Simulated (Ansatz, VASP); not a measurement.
# GaP (GaP (F-43m)) in two plane-wave programs, part 2 of 2

Aim: how closely do two programs agree when they are given the same cell, functional and k mesh? The cell is taken from a series of runs on this material, whose earlier steps may have relaxed, scaled, displaced or heated it; both programs get it as it stands.

VASP 6.6.1 and Ansatz 0.2.0.

So far. Step 2 (VASP: single point, PBEsol): The run ends at a pressure of -0.24 GPa.

### Step 3. Ansatz: single point, PBEsol

Level of this step: Ansatz beside VASP: Kohn-Sham DFT, plane waves, PBEsol (Ansatz).

Ansatz runs on its PAW soft_1 files.

The same cell, functional and mesh now go to Ansatz.

input.yaml reads:

```yaml
crystal:
  lattice:
    - [0.0, 2.71944326, 2.71944326]
    - [2.71944326, 0.0, 2.71944326]
    - [2.71944326, 2.71944326, 0.0]
  atoms:
    - { symbol: Ga, position: [0.0, 0.0, 0.0] }
    - { symbol: P, position: [0.75, 0.75, 0.75] }
basis:
  ecutwfc: 420.0
  ecutrho_ratio: 4
  xc_grid: 2
  fft_grid_basis: typed
  precision: f64
kpoints:
  mp_grid: { grid: [5, 5, 5], shift: [0.25, 0.25, 0.25] }
  band_path: { path: [VBM, CBM], npoints: 1 }
hamiltonian:
  xc: pbesol
  pseudopotentials:
    kind: paw
    xc_functional: pbe
    azcp: { folder: soft_1, P: "soft_1/P.paw.azcp", Ga: "soft_1/Ga.paw.azcp" }
scf:
  max_iter: 100
  self_checks: high
  occupations: { method: fixed }
output:
  forces: true
checkpoint:
  write: "../host.quarter.run"
  compress: false
  write_wavefunctions: true
  write_every: 100000
```

Started as:

```sh
$ ansatz run input.yaml --threads 32 --pin off --max-ram 84787MiB --backend cuda --events-out ev --progress --plain --runs-dir out --max-vram 78GiB
```

Numbers of over 12 decimals in the logs are rounded to 6 here.

Output:

```text
Warning: crystal.symmetry: narrowed to the stabiliser of the k-point mesh — unitary ops 24 → 6; excluded 18 operations that carry the 5×5×5 mesh (shift [0.25, 0.25, 0.25]) neither onto itself nor onto its reverse (the run samples exactly the mesh kpoints.mp_grid names, as under crystal.symmetry.detect: false, and its converged state has the mesh's symmetry, not the crystal's; ε∞, the Born charges and the force consta
Engine: ansatz 0.2.0, aarch64-unknown-linux-gnu
Pseudopotentials: kind: paw
Pseudopotential: Ga, paw, valence charge 13, recommended cutoff 420 eV (normal), soft_1/Ga.paw.azcp
Pseudopotential: P, paw, valence charge 5, recommended cutoff 420 eV (normal), soft_1/P.paw.azcp
Functional definition: PBEsol
  exchange = pbesol_x
  correlation = pbesol_c
device memory: the entry about to start is reckoned to put 0.7 GiB on a device that reports 174.2 GiB free (of which the cap on the GPU budget leaves the run 78.0 GiB)
GPU FFT provider: cuFFT
GPU libraries: cuBLAS 13.8.1, cuFFT 12.4.0, cuSOLVER 12.3.2
Crystal: 2 atoms, lattice volume = 40.223 Å³
Basis set: ecut = 420 eV, 749 PW (Γ), exchange–correlation on 54×54×54 points (8 copies of the dense FFT grid, shifted against one another)
Bands: 13, of which v1, the nominal top of the filled ones, is band 9 counted from 1 (8 counted from 0)
Symmetry: 6 space group operations
k-points: 35 of 125
Non-local potential: Ga, projectors of the file, l = 0: 2, l = 1: 2, l = 2: 3, l = 3: 1
Non-local potential: P, projectors of the file, l = 0: 2, l = 1: 2, l = 2: 1
PAW form: soft (Blöchl's): semilocal exchange-correlation on the pseudo side does not see the compensation charge
PAW frozen core: Ga, regenerated for the run's functional, and the local potential with it (the file was generated under x = pbe(κ = 0.804, μ = 0.219515), c = pbe(β = 0.066725))
PAW frozen core: P, regenerated for the run's functional, and the local potential with it (the file was generated under x = pbe(κ = 0.804, μ = 0.219515), c = pbe(β = 0.066725))
PAW one-centre angular grid: Ga, 590 points (default); XC on 64 Gauss nodes
PAW one-centre angular grid: P, 110 points (default); XC on 64 Gauss nodes
Initial density: superposition of atomic densities (chi_scale 0.1, normalization cell, long waves kept (reshape's long-wave potential 0.00 eV rms))
Initial wavefunctions: pseudopotential atomic-orbital guess
GPU buffer pool allocated for 19683 grid points (all kernels)
GPU transforms: local potential and band sums: pruned to the plane-wave sphere, on 25×25×25
Functional: x = pbesol(κ = 0.804, μ = 0.123457), c = pbesol(β = 0.046)
SCF iter   1: F=—  HF=-4484.197506 eV  |Δ(HF+E_count)|=         —  Δρ=4.52e-2  dr2=6.36e-1  Hψ=2463
preconditioner: auto → none  [insulator: Δε(μ)=1.935 eV  Ē_g=15.317 eV  n_scr=14 (ndim 8)  ℏωp=24.8 eV  f_vac=0.000  ε∞_Penn≈3.6]
SCF iter   2: F=—  HF=-4484.050700 eV  |Δ(HF+E_count)|=   1.47e-1  Δρ=2.13e-2  dr2=9.64e-2  Hψ=847
SCF iter   3: F=—  HF=-4484.042292 eV  |Δ(HF+E_count)|=   8.41e-3  Δρ=5.16e-3  dr2=1.12e-2  Hψ=848
SCF iter   4: F=—  HF=-4484.037981 eV  |Δ(HF+E_count)|=   4.31e-3  Δρ=2.10e-3  dr2=6.59e-4  Hψ=903
SCF iter   5: F=—  HF=-4484.037667 eV  |Δ(HF+E_count)|=   3.14e-4  Δρ=4.67e-4  dr2=3.38e-5  Hψ=844
SCF iter   6: F=—  HF=-4484.037670 eV  |Δ(HF+E_count)|=   2.84e-6  Δρ=2.77e-5  dr2=2.04e-7  Hψ=700
SCF iter   7: F=-4484.037670 eV  HF=-4484.037670 eV  |Δ(HF+E_count)|=   4.10e-8  Δρ=3.74e-6  dr2=4.86e-9  Hψ=2995
SCF 1 converged in 7 iterations: F = -4484.037670 eV  dr2 = 4.86e-9
  greatest PAW one-centre occupation: 0.994 electrons in one spin orbital (limit 2), on the Ga atom at site 0 (counted from 0), in its partial waves of l = 2
device memory: the entry about to start is reckoned to put 0.9 GiB on a device that reports 174.3 GiB free (of which the cap on the GPU budget leaves the run 78.0 GiB)
NSCF: frozen V_eff on 35 k-points, pencils in batches of 32, up to order 52
the band table was solved once the SCF had ended and its energy, with any forces and stress, was formed, with the checks that follow a solve (2763 applications of the Hamiltonian). They found nothing against the state; the energy, forces and stress were not computed again (output.eigenvalues in the input reference)
device memory: the entry about to start is reckoned to put 0.4 GiB on a device that reports 174.3 GiB free (of which the cap on the GPU budget leaves the run 78.0 GiB)
NSCF: frozen V_eff on 32 k-points, pencils in batches of 32, up to order 60
device memory: the entry about to start is reckoned to put 0.4 GiB on a device that reports 174.2 GiB free (of which the cap on the GPU budget leaves the run 78.0 GiB)
NSCF: frozen V_eff on 32 k-points, pencils in batches of 32, up to order 60
device memory: the entry about to start is reckoned to put 0.4 GiB on a device that reports 174.2 GiB free (of which the cap on the GPU budget leaves the run 78.0 GiB)
NSCF: frozen V_eff on 32 k-points, pencils in batches of 32, up to order 60
device memory: the entry about to start is reckoned to put 0.4 GiB on a device that reports 174.2 GiB free (of which the cap on the GPU budget leaves the run 78.0 GiB)
NSCF: frozen V_eff on 32 k-points, pencils in batches of 32, up to order 60
device memory: the entry about to start is reckoned to put 0.4 GiB on a device that reports 174.1 GiB free (of which the cap on the GPU budget leaves the run 78.0 GiB)
NSCF: frozen V_eff on 32 k-points, pencils in batches of 32, up to order 60
device memory: the entry about to start is reckoned to put 0.3 GiB on a device that reports 174.1 GiB free (of which the cap on the GPU budget leaves the run 78.0 GiB)
NSCF: frozen V_eff on 10 k-points, pencils in batches of 32, up to order 60
device memory: the entry about to start is reckoned to put 0.3 GiB on a device that reports 174.3 GiB free (of which the cap on the GPU budget leaves the run 78.0 GiB)
NSCF: frozen V_eff on 11 k-points, pencils in batches of 32, up to order 60
device memory: the entry about to start is reckoned to put 0.4 GiB on a device that reports 174.3 GiB free (of which the cap on the GPU budget leaves the run 78.0 GiB)
NSCF: frozen V_eff on 31 k-points, pencils in batches of 32, up to order 60
device memory: the entry about to start is reckoned to put 0.4 GiB on a device that reports 174.3 GiB free (of which the cap on the GPU budget leaves the run 78.0 GiB)
NSCF: frozen V_eff on 17 k-points, pencils in batches of 32, up to order 60
device memory: the entry about to start is reckoned to put 0.3 GiB on a device that reports 174.3 GiB free (of which the cap on the GPU budget leaves the run 78.0 GiB)
NSCF: frozen V_eff on 9 k-points, pencils in batches of 32, up to order 60
device memory: the entry about to start is reckoned to put 0.4 GiB on a device that reports 174.3 GiB free (of which the cap on the GPU budget leaves the run 78.0 GiB)
NSCF: frozen V_eff on 23 k-points, pencils in batches of 32, up to order 60
device memory: the entry about to start is reckoned to put 0.3 GiB on a device that reports 174.3 GiB free (of which the cap on the GPU budget leaves the run 78.0 GiB)
NSCF: frozen V_eff on 9 k-points, pencils in batches of 32, up to order 60
device memory: the entry about to start is reckoned to put 0.3 GiB on a device that reports 174.3 GiB free (of which the cap on the GPU budget leaves the run 78.0 GiB)
NSCF: frozen V_eff on 11 k-points, pencils in batches of 32, up to order 60
device memory: the entry about to start is reckoned to put 0.4 GiB on a device that reports 174.3 GiB free (of which the cap on the GPU budget leaves the run 78.0 GiB)
NSCF: frozen V_eff on 24 k-points, pencils in batches of 32, up to order 60
device memory: the entry about to start is reckoned to put 0.4 GiB on a device that reports 174.2 GiB free (of which the cap on the GPU budget leaves the run 78.0 GiB)
NSCF: frozen V_eff on 15 k-points, pencils in batches of 32, up to order 60
device memory: the entry about to start is reckoned to put 0.9 GiB on a device that reports 174.2 GiB free (of which the cap on the GPU budget leaves the run 78.0 GiB)
NSCF: frozen V_eff on 4 k-points
device memory: the entry about to start is reckoned to put 0.4 GiB on a device that reports 174.2 GiB free (of which the cap on the GPU budget leaves the run 78.0 GiB)
NSCF: frozen V_eff on 12 k-points, pencils in batches of 32, up to order 60
device memory: the entry about to start is reckoned to put 1.5 GiB on a device that reports 174.2 GiB free (of which the cap on the GPU budget leaves the run 78.0 GiB)
NSCF: frozen V_eff on 7 k-points
device memory: the entry about to start is reckoned to put 0.3 GiB on a device that reports 174.2 GiB free (of which the cap on the GPU budget leaves the run 78.0 GiB)
NSCF: frozen V_eff on 1 k-points
device memory: the entry about to start is reckoned to put 0.3 GiB on a device that reports 174.3 GiB free (of which the cap on the GPU budget leaves the run 78.0 GiB)
NSCF: frozen V_eff on 10 k-points, pencils in batches of 32, up to order 60
device memory: the entry about to start is reckoned to put 0.9 GiB on a device that reports 174.3 GiB free (of which the cap on the GPU budget leaves the run 78.0 GiB)
NSCF: frozen V_eff on 4 k-points
device memory: the entry about to start is reckoned to put 0.3 GiB on a device that reports 174.3 GiB free (of which the cap on the GPU budget leaves the run 78.0 GiB)
NSCF: frozen V_eff on 1 k-points
device memory: the entry about to start is reckoned to put 0.5 GiB on a device that reports 174.3 GiB free (of which the cap on the GPU budget leaves the run 78.0 GiB)
NSCF: frozen V_eff on 2 k-points
SCF converged after 7 iterations
Free energy (F): -4484.037670 eV
Harris-Foulkes:  -4484.037670 eV  (|F-HF|=1.27e-9)
Internal energy: -4484.037670 eV  (E = F + TS)
E sigma→0 (E₀):  -4484.037670 eV
Fermi energy:    7.028341 eV
--- Per-component energies (eV) ---
  E_band       = -59.291588
  E_kinetic    = 180.915475
  E_local      = -1672.642799  (includes V_loc(G=0)·N_el)
  E_nonlocal   = -59.126118
  E_hartree    = 1012.335422
  E_xc         = -135.182334
  E_vxc        = -117.383580  (∫ρ·V_xc dr)
  E_paw        = -2495.798372  (= ΣΔE_a)
  E_vpaw       = -415.723474  (= ΣTr[D̂ρ^β])
  E_aug_tail   = -0.000226  (compensation charges beyond the density's cutoff)
  E_ewald      = -1315.447793
  E_core_change = 0.909075  (= ΣΔE_core)
  E_smearing   = -0.000000  (= −TS)
  E_closure    = 0.000000  (closes the sum)
  Σ components = -4484.037670   (vs F -4484.037670, Δ=0.00e0)
--- Forces (eV/Å), atoms counted from 1 ---
  atom   1  Ga     0.00025127     0.00025127     0.00025127
  atom   2  P     -0.00024805    -0.00024805    -0.00024805
  max |Σ_I F_I| component: 3.23e-6 eV/Å
--- Band table (eV; the first three rows and the last of 35) ---
  k-point 0: bands = [... 5 lower, -5.4659, 6.6705, 7.0283, 7.0283, 9.1242, 10.9342, 10.9481, 10.9481]
  k-point 1: bands = [... 5 lower, -4.8710, 3.7180, 6.1374, 6.6388, 9.4829, 11.5241, 11.7174, 12.8404]
  k-point 2: bands = [... 5 lower, -3.6182, 0.7747, 5.6806, 6.0102, 8.9550, 11.7333, 11.7694, 15.1386]
  k-point 34: bands = [... 5 lower, -5.2053, 4.9556, 6.7499, 6.7499, 9.4628, 11.3599, 11.3599, 11.7938]
```

In the SCF lines HF is the Harris–Foulkes energy and dr2 the Hartree energy of the density residual, in eV; the loop may stop once dr2 is under the threshold and the program's other checks hold. Hψ counts applications of the Hamiltonian.

### Step 4. Comparison

Known differences besides the potentials themselves: fixed occupations in Ansatz, narrow Gaussian smearing in VASP; the cutoff is 420 eV in Ansatz and 400 eV in VASP; Ansatz makes its cores anew for this functional, VASP keeps those of its PBE data sets. Total energies have different zeros and are not compared.

The two programs side by side:

```tsv
quantity	Ansatz	VASP	difference
gap on the k mesh (eV)	1.589	1.591	-0.002
```

A gap on the mesh is an upper bound, since the band edges may lie between its points.

### Step 5. What came out

| Item | Value |
| --- | --- |
| difference in gap on the k mesh (single point, PBEsol) | -0.0022 eV |

**Reading.** The difference in gap on the k mesh is -0.0022 eV (single point, PBEsol), within the 0.08 eV picked in this series as the mark of a large difference. How closely two codes agree says nothing of how well the functional describes the real material.

[Lines on the potential files, build, host, timing and source positions are cut from VASP's logs without a mark.]

[Logs are printed without paths, hosts, clocks, repeated set-up lines and the standing remarks that a program may print on its own settings, such as how far it seeks lower states.]

[Hosts, paths, dates, database ids (printed as entryN), source tags and the programs' standing remarks are cut or masked in the printed files.]
